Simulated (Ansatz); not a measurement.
# Residual resistivity of an alloy: Mo(100) with 4 layers of random Mo-Zn, 2x2

How strongly does chemical disorder scatter in Mo(100) with 4 layers of random Mo-Zn, 2x2?

Calculated with Ansatz 0.2.0; Ansatz plane-wave DFT, PBE, PAW files; ballistic transport by layer matching (Landauer), zero bias; PAW set soft_1.

## 1. Starting point

The cell holds 56 atoms: 48 Mo and 8 Zn. Its edges and angles: a = 6.294 Å, b = 6.294 Å, c = 22.029 Å, α = 90.0°, β = 90.0°, γ = 90.0°. It derives from Mo. Regions: lead, 40 atoms (40 Mo); scattering region, 16 atoms (8 Zn and 8 Mo). The structure is stacked along c, and the current runs across the ab planes.

## 2. With 4 alloy layers

In 4 layers a share of 0.5 of the sites is given to Zn at random. The layers about the cell's end stay perfect and serve as the lead. Disorder leaves little or no symmetry, which makes such runs dear. Energies from -0.05 to 0.05 eV in steps of 0.05 eV are too few for the program's thermal sum, so it prints no conductance; for a metal the transmission near the Fermi level serves, at a fraction of the cost.

Contents of input.yaml:

```yaml
crystal:
  lattice:
    - [6.294, 0.0, 0.0]
    - [0.0, 6.294, 0.0]
    - [0.0, 0.0, 22.029]
  atoms:
    - { symbol: Mo, position: [0.0, 0.0, 0.0357142857] }
    - { symbol: Mo, position: [0.0, 0.5, 0.0357142857] }
    - { symbol: Mo, position: [0.5, 0.0, 0.0357142857] }
    - { symbol: Mo, position: [0.5, 0.5, 0.0357142857] }
    - { symbol: Mo, position: [0.25, 0.25, 0.1071428571] }
    - { symbol: Mo, position: [0.25, 0.75, 0.1071428571] }
    - { symbol: Mo, position: [0.75, 0.25, 0.1071428571] }
    - { symbol: Mo, position: [0.75, 0.75, 0.1071428571] }
    - { symbol: Mo, position: [0.0, 0.0, 0.1785714286] }
    - { symbol: Mo, position: [0.0, 0.5, 0.1785714286] }
    - { symbol: Mo, position: [0.5, 0.0, 0.1785714286] }
    - { symbol: Mo, position: [0.5, 0.5, 0.1785714286] }
    - { symbol: Mo, position: [0.25, 0.25, 0.25] }
    - { symbol: Mo, position: [0.25, 0.75, 0.25] }
    - { symbol: Mo, position: [0.75, 0.25, 0.25] }
    - { symbol: Mo, position: [0.75, 0.75, 0.25] }
    - { symbol: Mo, position: [0.0, 0.0, 0.3214285714] }
    - { symbol: Mo, position: [0.0, 0.5, 0.3214285714] }
    - { symbol: Mo, position: [0.5, 0.0, 0.3214285714] }
    - { symbol: Mo, position: [0.5, 0.5, 0.3214285714] }
    - { symbol: Zn, position: [0.25, 0.25, 0.3928571429] }
    - { symbol: Mo, position: [0.25, 0.75, 0.3928571429] }
    - { symbol: Mo, position: [0.75, 0.25, 0.3928571429] }
    - { symbol: Mo, position: [0.75, 0.75, 0.3928571429] }
    - { symbol: Zn, position: [0.0, 0.0, 0.4642857143] }
    - { symbol: Mo, position: [0.0, 0.5, 0.4642857143] }
    - { symbol: Zn, position: [0.5, 0.0, 0.4642857143] }
    - { symbol: Zn, position: [0.5, 0.5, 0.4642857143] }
    - { symbol: Zn, position: [0.25, 0.25, 0.5357142857] }
    - { symbol: Mo, position: [0.25, 0.75, 0.5357142857] }
    - { symbol: Mo, position: [0.75, 0.25, 0.5357142857] }
    - { symbol: Mo, position: [0.75, 0.75, 0.5357142857] }
    - { symbol: Zn, position: [0.0, 0.0, 0.6071428571] }
    - { symbol: Zn, position: [0.0, 0.5, 0.6071428571] }
    - { symbol: Mo, position: [0.5, 0.0, 0.6071428571] }
    - { symbol: Zn, position: [0.5, 0.5, 0.6071428571] }
    - { symbol: Mo, position: [0.25, 0.25, 0.6785714286] }
    - { symbol: Mo, position: [0.25, 0.75, 0.6785714286] }
    - { symbol: Mo, position: [0.75, 0.25, 0.6785714286] }
    - { symbol: Mo, position: [0.75, 0.75, 0.6785714286] }
    - { symbol: Mo, position: [0.0, 0.0, 0.75] }
    - { symbol: Mo, position: [0.0, 0.5, 0.75] }
    - { symbol: Mo, position: [0.5, 0.0, 0.75] }
    - { symbol: Mo, position: [0.5, 0.5, 0.75] }
    - { symbol: Mo, position: [0.25, 0.25, 0.8214285714] }
    - { symbol: Mo, position: [0.25, 0.75, 0.8214285714] }
    - { symbol: Mo, position: [0.75, 0.25, 0.8214285714] }
    - { symbol: Mo, position: [0.75, 0.75, 0.8214285714] }
    - { symbol: Mo, position: [0.0, 0.0, 0.8928571429] }
    - { symbol: Mo, position: [0.0, 0.5, 0.8928571429] }
    - { symbol: Mo, position: [0.5, 0.0, 0.8928571429] }
    - { symbol: Mo, position: [0.5, 0.5, 0.8928571429] }
    - { symbol: Mo, position: [0.25, 0.25, 0.9642857143] }
    - { symbol: Mo, position: [0.25, 0.75, 0.9642857143] }
    - { symbol: Mo, position: [0.75, 0.25, 0.9642857143] }
    - { symbol: Mo, position: [0.75, 0.75, 0.9642857143] }
kpoints:
  mp_grid: { grid: [4, 4, 1] }
hamiltonian:
  xc: pbe
  pseudopotentials: { kind: paw, azcp: { folder: soft_1 } }
scf:
  occupations: { method: fermi_dirac, width: 0.1 }
output:
  transmission: { leads: [[0, 4]], kmesh: [8, 8], e_range: [-0.05, 0.05], de: 0.05 }
  write_potential: true
  write_density: true
  volumetric_format: npy
```

The run is started by

```
> ansatz run input.yaml --threads 4 --pin off --max-ram 15360MiB --backend cpu --events-out ev --progress --plain --runs-dir out
```

Numbers of over 12 decimals in the logs are rounded to 6 here.

What it wrote:

```text
Engine: ansatz 0.2.0, x86_64-unknown-linux-gnu
Pseudopotentials: kind: paw
Pseudopotential: Mo, paw, valence charge 14, recommended cutoff 420 eV (normal), soft_1/Mo.paw.azcp
Pseudopotential: Zn, paw, valence charge 12, recommended cutoff 420 eV (normal), soft_1/Zn.paw.azcp
Functional definition: PBE
  parameter kappa = 0.804
  parameter beta = 0.066725
  exchange = pbe_x(kappa = kappa, mu = beta*pi^2/3)
  correlation = pbe_c(beta = beta)
Crystal: 56 atoms, lattice volume = 872.666 Å³
Basis set: ecut = 420 eV, 17109 PW (Γ)
Bands: 461, of which v1, the nominal top of the filled ones, is band 384 counted from 1 (383 counted from 0)
Symmetry: 2 space group operations
Space group: Cm (ITA 8), of the structure as read, at distance tolerance 9.6e-5 Å
k-points: 7 of 16 (time reversal used)
Non-local potential: Mo, projectors of the file, l = 0: 3, l = 1: 2, l = 2: 2, l = 3: 1
Non-local potential: Zn, projectors of the file, l = 0: 2, l = 1: 2, l = 2: 3, l = 3: 1
PAW form: soft (Blöchl's): semilocal exchange-correlation on the pseudo side does not see the compensation charge
PAW one-centre angular grid: Mo, 590 points (default); XC on 64 Gauss nodes
PAW one-centre angular grid: Zn, 590 points (default); XC on 64 Gauss nodes
Initial density: superposition of atomic densities (chi_scale 0.1, normalization cell, long waves of neutral atoms (reshape's long-wave potential 6.45 eV rms, cloud 2.76 Å wide))
Initial wavefunctions: pseudopotential atomic-orbital guess
Functional: x = pbe(κ = 0.804, μ = 0.219515), c = pbe(β = 0.066725)
SCF iter   1: F=—  HF=-264474.924570 eV  |F-HF|=—  |Δ(HF+E_count)|=         —  Δρ=1.07e-1  dr2=1.66e2  ethr=3.10e-3  ⟨swp⟩=5.9  Hψ=11260  notcnv=0
preconditioner: auto → Kerker (q_TF=auto, 2.671 Å⁻¹)  [metal: Δε(μ)=0.023 eV  Ē_g=5.853 eV  σ=0.100 eV  W_gap=0.06  n_scr=286 (ndim 8)  ℏωp=24.6 eV  f_vac=0.000  D(μ)=34.55/eV (n_scr^D=286)]
SCF iter   2: F=—  HF=-264447.802877 eV  |F-HF|=—  |Δ(HF+E_count)|=    2.71e1  Δρ=5.75e-2  dr2=5.09e1  ethr=3.10e-3  ⟨swp⟩=2.0  Hψ=6435  notcnv=0
SCF iter   3: F=—  HF=-264439.209320 eV  |F-HF|=—  |Δ(HF+E_count)|=    8.59e0  Δρ=1.16e-2  dr2=1.02e0  ethr=3.10e-3  ⟨swp⟩=4.6  Hψ=7404  notcnv=0
SCF iter   4: F=—  HF=-264439.158300 eV  |F-HF|=—  |Δ(HF+E_count)|=   5.10e-2  Δρ=9.58e-3  dr2=8.49e-1  ethr=1.33e-4  ⟨swp⟩=3.0  Hψ=5329  notcnv=0
SCF iter   5: F=—  HF=-264438.996021 eV  |F-HF|=—  |Δ(HF+E_count)|=   1.62e-1  Δρ=1.23e-3  dr2=2.12e-1  ethr=1.11e-4  ⟨swp⟩=2.0  Hψ=5440  notcnv=0
SCF iter   6: F=—  HF=-264438.995229 eV  |F-HF|=—  |Δ(HF+E_count)|=   7.92e-4  Δρ=7.37e-4  dr2=7.46e-2  ethr=2.76e-5  ⟨swp⟩=1.0  Hψ=3227  notcnv=0
SCF iter   7: F=—  HF=-264438.994492 eV  |F-HF|=—  |Δ(HF+E_count)|=   7.37e-4  Δρ=3.09e-4  dr2=4.03e-3  ethr=9.71e-6  ⟨swp⟩=2.0  Hψ=3505  notcnv=0
SCF iter   8: F=—  HF=-264438.994507 eV  |F-HF|=—  |Δ(HF+E_count)|=   1.47e-5  Δρ=2.67e-4  dr2=9.04e-4  ethr=5.25e-7  ⟨swp⟩=2.0  Hψ=3554  notcnv=0
SCF iter   9: F=—  HF=-264438.994347 eV  |F-HF|=—  |Δ(HF+E_count)|=   1.60e-4  Δρ=6.03e-5  dr2=2.04e-4  ethr=1.18e-7  ⟨swp⟩=2.0  Hψ=3835  notcnv=0
SCF iter  10: F=—  HF=-264438.994375 eV  |F-HF|=—  |Δ(HF+E_count)|=   2.74e-5  Δρ=1.93e-5  dr2=1.12e-5  ethr=2.66e-8  ⟨swp⟩=2.0  Hψ=3671  notcnv=0
SCF iter  11: F=—  HF=-264438.993536 eV  |F-HF|=—  |Δ(HF+E_count)|=   8.39e-4  Δρ=4.88e-6  dr2=4.47e-7  ethr=1.46e-9  ⟨swp⟩=2.0  Hψ=4510  notcnv=0
SCF iter  12: F=—  HF=-264438.993536 eV  |F-HF|=—  |Δ(HF+E_count)|=   5.41e-9  Δρ=4.10e-6  dr2=1.30e-7  ethr=1.30e-11  ⟨swp⟩=7.4  Hψ=8793  notcnv=0
SCF iter  13: F=-264438.993536 eV  HF=-264438.993536 eV  |F-HF|=3.03e-8  |Δ(HF+E_count)|=   3.79e-8  Δρ=1.27e-6  dr2=3.20e-8  ethr=1.30e-11  ⟨swp⟩=3.0  Hψ=4947  notcnv=0
SCF 1 converged in 13 iterations: F = -264438.993536 eV  dr2 = 3.20e-8
  greatest PAW one-centre occupation: 0.999 electrons in one spin orbital (limit 2), on the Mo atom at site 12 (counted from 0), in its partial waves of l = 0
transmission: 90 of 882 steps passed
transmission: 177 of 882 steps passed
[...]
transmission: 882 of 882 steps passed
SCF converged after 13 iterations
Free energy (F): -264438.993536 eV
Harris-Foulkes:  -264438.993536 eV  (|F-HF|=3.03e-8)
Internal energy: -264437.649121 eV  (E = F + TS)
E sigma→0 (E₀):  -264438.321328 eV
Entropy (-TS):   -1.344414 eV (-24.007 meV/atom)
Fermi energy:    19.511498 eV
--- Per-component energies (eV) ---
  E_band       = -2380.171199
  E_kinetic    = 21441.809455
  E_local      = -52158.602143  (includes V_loc(G=0)·N_el)
  E_nonlocal   = 13644.520309
  E_hartree    = 18324.360134
  E_xc         = -9090.230567
  E_vxc        = -10959.613307  (∫ρ·V_xc dr)
  E_paw        = -169329.875032  (= ΣΔE_a)
  E_vpaw       = -10997.006269  (= ΣTr[D̂ρ^β])
  E_aug_tail   = 0.000300  (compensation charges beyond the density's cutoff)
  E_ewald      = -87269.631578
  E_smearing   = -1.344414  (= −TS)
  E_closure    = 0.000000  (closes the sum)
  Σ components = -264438.993536   (vs F -264438.993536, Δ=0.00e0)
--- Band table (eV; the first three rows and the last of 7) ---
  k-point 0: bands = [... 380 lower, 19.4684, 19.5248, 19.6214, 19.6452, 19.6458, 19.6900, 19.7157, 19.7266, ... 73 higher]
  k-point 1: bands = [... 380 lower, 19.4770, 19.4901, 19.5141, 19.5420, 19.5698, 19.5828, 19.5910, 19.6076, ... 73 higher]
  k-point 2: bands = [... 380 lower, 19.3211, 19.3895, 19.4385, 19.4742, 19.5447, 19.6283, 19.7314, 19.7778, ... 73 higher]
  k-point 6: bands = [... 380 lower, 19.0779, 19.1643, 19.2773, 19.3882, 19.4363, 19.4988, 19.5870, 19.6336, ... 73 higher]
--- Transmission ---
  basis      : 349 plane waves across, 42 finite elements along
  points     : 21, standing for a mesh of 8 x 8
  energies   : 3 from -0.050000 to 0.050000 eV about the Fermi level, 0.050000 eV apart; the leads are filled to 0.000000 eV, and channels, transmission and decay are at 0.000000 eV
  crystal 0  : Mo4, at the sites [0, 4], period 1.5735 Å, over 15.73 Å; its Hamiltonian steps by up to 36.6 meV: too much for a lead, lay more layers or, if its atoms are ordered, name the step of that order
    offset         : up to 0.0000 Å between an atom of the period and one for which it stands
    channels       : 6.562500e0 a spin
    conductance    : none, the energies end too early or step too widely for 300 K: set another output.transmission.e_range or a lower de, or, where they end at an eighth of basis.ecutwfc, a higher one
    slowest decay  : 0.0480 /Å at (0.5000, 0.3750)
  junction   : crystal 0 to crystal 0, 0.70 to 21.15 Å
    transmission   : 1.872788e0 a spin
    conductance    : none, the energies end too early or step too widely for 300 K: set another output.transmission.e_range or a lower de, or, where they end at an eighth of basis.ecutwfc, a higher one
```

Elapsed: 4.7 min, on 4 threads of Intel Xeon Platinum 8488C (Sapphire Rapids), shared host; peak memory 7.5 GiB; 18 min of CPU time.

This step gave:

| Item | Value |
| --- | --- |
| free energy | -264438.9935 eV |
| energy at zero smearing | -264438.3213 eV |
| Fermi energy | 19.51 eV |
| cell area | 39.61 Å² |
| transmission per spin nearest the Fermi level | 1.873 |
| open channels per spin nearest the Fermi level | 6.562 |
| step of the lead's potential | 36.6 meV |

Per spin. The transmission, zone mean by energy, zero at the Fermi level:

| energy (eV) | transmission, zone mean |
| --- | --- |
| -0.0500 | 1.94 |
| 0.0000 | 1.87 |
| 0.0500 | 1.87 |

Per spin. Table of open channels, zone mean, lead by energy, zero at the Fermi level:

| energy (eV) | open channels, zone mean, lead |
| --- | --- |
| -0.0500 | 6.59 |
| 0.0000 | 6.56 |
| 0.0500 | 6.84 |

Transmission over k1 and k2. At 0.0000 eV from the Fermi level.

Values, 8 rows by 8 columns:
```
0.00 0.35 0.14 1.49 1.69 1.47 0.35 0.72
0.99 0.14 0.65 3.14 4.13 3.28 1.49 0.35
1.06 1.49 3.14 4.32 4.75 4.39 3.28 1.47
0.60 1.69 4.13 4.75 4.87 4.75 4.13 1.69
1.06 1.47 3.28 4.39 4.75 4.32 3.14 1.49
0.99 0.35 1.49 3.28 4.13 3.14 0.65 0.14
0.00 0.72 0.35 1.47 1.69 1.49 0.14 0.35
0.00 0.00 0.99 1.06 0.60 1.06 0.99 0.00
```
Columns: k1 (b1) from -0.5 to 0.375; rows upwards: k2 (b2) from -0.5 to 0.375.

Open channels over k1 and k2. At 0.0000 eV from the Fermi level.

Ten even steps from '_' (0.0) to '@' (15.0):
```
____..--==--..__
::..::##@@##--..
::--##@@@@@@##--
::==@@@@@@@@@@==
::--##@@@@@@##--
::..--##@@##::..
____..--==--..__
____::::::::::__
```
Columns: k1 (b1) from -0.5 to 0.375; rows upwards: k2 (b2) from -0.5 to 0.375.

Over the solved energies the transmission per spin lies between 1.87 and 1.94, out of 6.67 channels of the lead on average (up to 6.84). The log calls the step of a lead's potential too much.

## 3. With 8 alloy layers

In 8 layers a share of 0.5 of the sites is given to Zn at random. A fresh draw is used; the growth of the resistance with length is what counts.

System of this step: Mo(100) with 8 layers of random Mo-Zn, 2x2. The cell holds 72 atoms: 56 Mo and 16 Zn. Its edges and angles: a = 6.294 Å, b = 6.294 Å, c = 28.323 Å, α = 90.0°, β = 90.0°, γ = 90.0°. It derives from Mo. Regions: lead, 40 atoms (40 Mo); scattering region, 32 atoms (16 Mo and 16 Zn). The structure is stacked along c, and the current runs across the ab planes.

Contents of input.yaml:

```yaml
crystal:
  lattice:
    - [6.294, 0.0, 0.0]
    - [0.0, 6.294, 0.0]
    - [0.0, 0.0, 28.323]
  atoms:
    - { symbol: Mo, position: [0.0, 0.0, 0.0277777778] }
    - { symbol: Mo, position: [0.0, 0.5, 0.0277777778] }
    - { symbol: Mo, position: [0.5, 0.0, 0.0277777778] }
    - { symbol: Mo, position: [0.5, 0.5, 0.0277777778] }
    - { symbol: Mo, position: [0.25, 0.25, 0.0833333333] }
    - { symbol: Mo, position: [0.25, 0.75, 0.0833333333] }
    - { symbol: Mo, position: [0.75, 0.25, 0.0833333333] }
    - { symbol: Mo, position: [0.75, 0.75, 0.0833333333] }
    - { symbol: Mo, position: [0.0, 0.0, 0.1388888889] }
    - { symbol: Mo, position: [0.0, 0.5, 0.1388888889] }
    - { symbol: Mo, position: [0.5, 0.0, 0.1388888889] }
    - { symbol: Mo, position: [0.5, 0.5, 0.1388888889] }
    - { symbol: Mo, position: [0.25, 0.25, 0.1944444444] }
    - { symbol: Mo, position: [0.25, 0.75, 0.1944444444] }
    - { symbol: Mo, position: [0.75, 0.25, 0.1944444444] }
    - { symbol: Mo, position: [0.75, 0.75, 0.1944444444] }
    - { symbol: Mo, position: [0.0, 0.0, 0.25] }
    - { symbol: Mo, position: [0.0, 0.5, 0.25] }
    - { symbol: Mo, position: [0.5, 0.0, 0.25] }
    - { symbol: Mo, position: [0.5, 0.5, 0.25] }
    - { symbol: Mo, position: [0.25, 0.25, 0.3055555556] }
    - { symbol: Mo, position: [0.25, 0.75, 0.3055555556] }
    - { symbol: Mo, position: [0.75, 0.25, 0.3055555556] }
    - { symbol: Zn, position: [0.75, 0.75, 0.3055555556] }
    - { symbol: Zn, position: [0.0, 0.0, 0.3611111111] }
    - { symbol: Mo, position: [0.0, 0.5, 0.3611111111] }
    - { symbol: Zn, position: [0.5, 0.0, 0.3611111111] }
    - { symbol: Mo, position: [0.5, 0.5, 0.3611111111] }
    - { symbol: Zn, position: [0.25, 0.25, 0.4166666667] }
    - { symbol: Zn, position: [0.25, 0.75, 0.4166666667] }
    - { symbol: Mo, position: [0.75, 0.25, 0.4166666667] }
    - { symbol: Zn, position: [0.75, 0.75, 0.4166666667] }
    - { symbol: Mo, position: [0.0, 0.0, 0.4722222222] }
    - { symbol: Mo, position: [0.0, 0.5, 0.4722222222] }
    - { symbol: Mo, position: [0.5, 0.0, 0.4722222222] }
    - { symbol: Zn, position: [0.5, 0.5, 0.4722222222] }
    - { symbol: Zn, position: [0.25, 0.25, 0.5277777778] }
    - { symbol: Zn, position: [0.25, 0.75, 0.5277777778] }
    - { symbol: Zn, position: [0.75, 0.25, 0.5277777778] }
    - { symbol: Zn, position: [0.75, 0.75, 0.5277777778] }
    - { symbol: Mo, position: [0.0, 0.0, 0.5833333333] }
    - { symbol: Mo, position: [0.0, 0.5, 0.5833333333] }
    - { symbol: Zn, position: [0.5, 0.0, 0.5833333333] }
    - { symbol: Zn, position: [0.5, 0.5, 0.5833333333] }
    - { symbol: Zn, position: [0.25, 0.25, 0.6388888889] }
    - { symbol: Mo, position: [0.25, 0.75, 0.6388888889] }
    - { symbol: Mo, position: [0.75, 0.25, 0.6388888889] }
    - { symbol: Mo, position: [0.75, 0.75, 0.6388888889] }
    - { symbol: Mo, position: [0.0, 0.0, 0.6944444444] }
    - { symbol: Mo, position: [0.0, 0.5, 0.6944444444] }
    - { symbol: Zn, position: [0.5, 0.0, 0.6944444444] }
    - { symbol: Zn, position: [0.5, 0.5, 0.6944444444] }
    - { symbol: Mo, position: [0.25, 0.25, 0.75] }
    - { symbol: Mo, position: [0.25, 0.75, 0.75] }
    - { symbol: Mo, position: [0.75, 0.25, 0.75] }
    - { symbol: Mo, position: [0.75, 0.75, 0.75] }
    - { symbol: Mo, position: [0.0, 0.0, 0.8055555556] }
    - { symbol: Mo, position: [0.0, 0.5, 0.8055555556] }
    - { symbol: Mo, position: [0.5, 0.0, 0.8055555556] }
    - { symbol: Mo, position: [0.5, 0.5, 0.8055555556] }
    - { symbol: Mo, position: [0.25, 0.25, 0.8611111111] }
    - { symbol: Mo, position: [0.25, 0.75, 0.8611111111] }
    - { symbol: Mo, position: [0.75, 0.25, 0.8611111111] }
    - { symbol: Mo, position: [0.75, 0.75, 0.8611111111] }
    - { symbol: Mo, position: [0.0, 0.0, 0.9166666667] }
    - { symbol: Mo, position: [0.0, 0.5, 0.9166666667] }
    - { symbol: Mo, position: [0.5, 0.0, 0.9166666667] }
    - { symbol: Mo, position: [0.5, 0.5, 0.9166666667] }
    - { symbol: Mo, position: [0.25, 0.25, 0.9722222222] }
    - { symbol: Mo, position: [0.25, 0.75, 0.9722222222] }
    - { symbol: Mo, position: [0.75, 0.25, 0.9722222222] }
    - { symbol: Mo, position: [0.75, 0.75, 0.9722222222] }
kpoints:
  mp_grid: { grid: [4, 4, 1] }
hamiltonian:
  xc: pbe
  pseudopotentials: { kind: paw, azcp: { folder: soft_1 } }
scf:
  occupations: { method: fermi_dirac, width: 0.1 }
output:
  transmission: { leads: [[0, 4]], kmesh: [8, 8], e_range: [-0.05, 0.05], de: 0.05 }
  write_potential: true
  write_density: true
  volumetric_format: npy
```

What it wrote:

```text
[...]
Crystal: 72 atoms, lattice volume = 1122.000 Å³
Basis set: ecut = 420 eV, 21955 PW (Γ)
Bands: 586, of which v1, the nominal top of the filled ones, is band 488 counted from 1 (487 counted from 0)
Symmetry: 1 space group operations
[...]
k-points: 10 of 16 (time reversal used)
[...]
SCF iter   1: F=—  HF=-330686.101851 eV  |F-HF|=—  |Δ(HF+E_count)|=         —  Δρ=1.08e-1  dr2=6.80e2  ethr=3.10e-3  ⟨swp⟩=5.6  Hψ=21092  notcnv=0
[...]
SCF iter  14: F=-330637.555781 eV  HF=-330637.555782 eV  |F-HF|=7.18e-8  |Δ(HF+E_count)|=   4.69e-8  Δρ=1.36e-6  dr2=6.58e-8  ethr=1.02e-11  ⟨swp⟩=6.6  Hψ=16319  notcnv=0
SCF 1 converged in 14 iterations: F = -330637.555781 eV  dr2 = 6.58e-8
[...]
transmission: 192 of 1904 steps passed
transmission: 381 of 1904 steps passed
[...]
transmission: 1904 of 1904 steps passed
SCF converged after 14 iterations
Free energy (F): -330637.555781 eV
[...]
Internal energy: -330635.885664 eV  (E = F + TS)
E sigma→0 (E₀):  -330636.720723 eV
Entropy (-TS):   -1.670117 eV (-23.196 meV/atom)
Fermi energy:    18.639397 eV
[...]
--- Band table (eV; the first three rows and the last of 10) ---
  k-point 0: bands = [... 484 lower, 18.5946, 18.6135, 18.6875, 18.7069, 18.7776, 18.7802, 18.8241, 18.8790, ... 94 higher]
  k-point 1: bands = [... 484 lower, 18.6062, 18.6321, 18.6645, 18.6792, 18.6953, 18.7061, 18.7145, 18.7508, ... 94 higher]
  k-point 2: bands = [... 484 lower, 18.5673, 18.5798, 18.6095, 18.6454, 18.7120, 18.7878, 18.8467, 18.8538, ... 94 higher]
  k-point 9: bands = [... 484 lower, 18.2301, 18.2427, 18.3467, 18.4656, 18.4923, 18.5706, 18.6348, 18.6973, ... 94 higher]
--- Transmission ---
  basis      : 349 plane waves across, 56 finite elements along
  points     : 34, standing for a mesh of 8 x 8
[...]
channels       : 6.593750e0 a spin
[...]
slowest decay  : 0.0469 /Å at (0.3750, 0.5000)
  junction   : crystal 0 to crystal 0, 0.70 to 27.45 Å
    transmission   : 1.067248e0 a spin
[...]
```

Run time: 11 min. Hardware: 4 threads; peak memory 8 GiB; 41 min of CPU time.

This step gave:

| Property | Result |
| --- | --- |
| free energy | -330637.5558 eV |
| energy at zero smearing | -330636.7207 eV |
| Fermi energy | 18.64 eV |
| transmission per spin nearest the Fermi level | 1.067 |
| open channels per spin nearest the Fermi level | 6.594 |
| step of the lead's potential | 25.3 meV |

Per spin. Table of transmission, zone mean by energy, zero at the Fermi level:

| energy (eV) | transmission, zone mean |
| --- | --- |
| -0.0500 | 1.00 |
| 0.0000 | 1.07 |
| 0.0500 | 1.10 |

Over the solved energies the transmission per spin lies between 1.00 and 1.10, out of 6.68 channels of the lead on average (up to 6.84). The log calls the step of a lead's potential too much.

(Part 1 of 2 ends here.)

[Logs are printed without paths, hosts, clocks, repeated set-up lines and the standing remarks that a program may print on its own settings, such as how far it seeks lower states.]

[Hosts, paths, dates, database ids (printed as entryN), source tags and the programs' standing remarks are cut or masked in the printed files.]
